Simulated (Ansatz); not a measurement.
# ZrN, space group Fm-3m: a test of the smearing width

Computed with the Ansatz DFT code, driven from Python.

The cells in order, each with its output:

**Cell 1**
```python
from dataclasses import dataclass

import ansatz as az
from ase import Atoms
from tabulate import tabulate
```

**Cell 2**
```python
@dataclass(frozen=True)
class RunConfig:
    dispersion: str = "D4"
    ecut: int = 530
```

**Cell 3**
```python
cfg = RunConfig()
```

**Cell 4**
```python
atoms = Atoms(
    ["Zr", "N"],
    scaled_positions=[
        (0.5, 0.5, 0.5),
        (0.0, 0.0, 0.0),
    ],
    cell=[
        (0.0, 2.3, 2.3),
        (2.3, 0.0, 2.3),
        (2.3, 2.3, 0.0),
    ],
    pbc=True,
)
structure = az.Crystal.from_ase(atoms)
```

**Cell 5**
```python
calculation = (
    structure.calculation()
    .functional(az.Functional.R2SCAN, dispersion=cfg.dispersion)
    .basis(cfg.ecut)
    .kpoints(12)
)
```

**Cell 6**
```python
rows = []
for value in [0.3, 0.2, 0.1, 0.05]:
    summary = calculation.occupations("cold", width=value).run().report
    rows.append((value, summary["free_energy_ev"] / len(summary["lattice"]["sites"]), summary["n_iterations"], summary["n_kpoints"]))
```

**Cell 7**
```python
print(tabulate(rows, headers=["width (eV)", "F/atom (eV)", "iterations", "k-points"], floatfmt=".4f", tablefmt="simple"))
```
Output:
```text
  width (eV)    F/atom (eV)    iterations    k-points
------------  -------------  ------------  ----------
      0.3000     -2291.9664             7          72
      0.2000     -2291.9673             7          72
      0.1000     -2291.9679             7          72
      0.0500     -2291.9683             7          72
```

**Cell 8**
```python
# differences from the last row
for row in rows[:-1]:
    shift = 1000 * (row[1] - rows[-1][1])
    print(f"{row[0]}: {shift:+.2f} meV/atom" + ("  (within 5 meV)" if abs(shift) < 5 else ""))
```
Output:
```text
0.3: +1.81 meV/atom  (within 5 meV)
0.2: +1.00 meV/atom  (within 5 meV)
0.1: +0.31 meV/atom  (within 5 meV)
```

Going from 0.05 to 0.3 eV changes F by +1.8 meV an atom. This scheme is built to cancel the term in the square of the width, so the shifts stay small and are partly the mesh's error.

No spin polarisation was allowed. Dispersion corrections can be off by several per cent in the lattices of metals, and by several GPa in the pressure at a fixed cell. Of the deposited cell: the entry's cell lengths or inner coordinates differ somewhat from later room-temperature determinations. The narrowest width needs the finest mesh, so the last row is no converged reference. The structure is a deposited one; some such entries were measured under pressure or heat, so a shift against it needn't be the functional's error alone. It ran for 13 s on 1 thread of Arm Neoverse V1, with other jobs on the host, peak memory 0.43 GiB.
